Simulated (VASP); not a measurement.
**VASP 6.6.1 run: GaAs**

INCAR

```
NBANDS = 16
ISMEAR = -1
ENCUT = 520
PREC = Normal
ISIF = 2
METAGGA = RTPSS
LCHARG = .FALSE.
NELM = 120
SIGMA = 0.02
LASPH = .TRUE.
LWAVE = .FALSE.
EDIFF = 1E-7
NSW = 0
IBRION = -1
LREAL = .FALSE.
```

KPOINTS

```
KPOINTS created by Atomic Simulation Environment
0
Gamma
8 8 8
0 0 0
```

POSCAR

```
Ga As
 1.0000000000000000
     0.0000000000000000    2.8112703396000001    2.8516095965999999
     2.8112703396000001    0.0000000000000000    2.8516095965999999
     2.8112703396000001    2.8112703396000001    0.0000000000000000
 Ga  As
   1   1
Cartesian
  0.0000000000000000  0.0000000000000000  0.0000000000000000
  1.4056351698000000  1.4056351698000000  1.4258047983000000
```

The recommended PBE PAW datasets give the neutral cell 18 valence electrons.

Command

```
mpirun -np 1 vasp_std
```

**Question.** Predict the outcome of this run.

**Answer.** It converged. Results: gap between bands v and c on the k mesh 0.69 eV; least direct gap on the k mesh 0.69 eV; pressure 0.8 GPa. Band v is the last that the valence electrons fill when counted band by band, and c is the next.

OSZICAR

```
N       E                     dE             d eps       ncg     rms          rms(c)
DAV:   1     0.919531878604E+02    0.91953E+02   -0.90565E+03  1984   0.154E+03
DAV:   2     0.996508361196E+01   -0.81988E+02   -0.78067E+02  2112   0.309E+02
DAV:   3     0.384898279199E+01   -0.61161E+01   -0.60943E+01  2344   0.682E+01
DAV:   4     0.376426759657E+01   -0.84715E-01   -0.84697E-01  2328   0.888E+00
DAV:   5     0.376319195084E+01   -0.10756E-02   -0.10756E-02  2384   0.922E-01    0.298E+00
DAV:   6     0.458445927780E+01    0.82127E+00   -0.41239E+00  2080   0.223E+01    0.185E+00
DAV:   7     0.461342591841E+01    0.28967E-01   -0.21708E-01  2560   0.384E+00    0.128E+00
DAV:   8     0.461520947273E+01    0.17836E-02   -0.82030E-02  2352   0.276E+00    0.401E-01
DAV:   9     0.461335327350E+01   -0.18562E-02   -0.16732E-02  2384   0.221E+00    0.147E-01
DAV:  10     0.461354181857E+01    0.18855E-03   -0.17793E-03  2496   0.798E-01    0.640E-02
DAV:  11     0.461350519951E+01   -0.36619E-04   -0.36935E-04  2376   0.241E-01    0.311E-02
DAV:  12     0.461347865666E+01   -0.26543E-04   -0.12290E-04  2360   0.129E-01    0.223E-02
DAV:  13     0.461347857389E+01   -0.82770E-07   -0.70124E-06  2048   0.191E-02    0.775E-03
DAV:  14     0.461347783258E+01   -0.74131E-06   -0.21583E-06  2416   0.777E-03    0.272E-03
DAV:  15     0.461347758820E+01   -0.24438E-06   -0.18972E-07  2200   0.393E-03    0.359E-04
DAV:  16     0.461347759760E+01    0.94028E-08   -0.77214E-09  1240   0.103E-03
   1 F= 0.46134776E+01 E0= 0.46134776E+01  d E =-.119221E-09
```

Standard output (part)

```
POSCAR found type information on POSCAR GaAs
 POSCAR found :  2 types and       2 ions
 LDA part: xc-table for (None), standard interpolation
 POSCAR, INCAR and KPOINTS ok, starting setup
 WAVECAR not read
 entering main loop
```

For comparison, a separate PBE run of the intended cell, on usual settings and not on those above, gives a gap of 0.51 eV on its mesh and a pressure of 3.6 GPa.
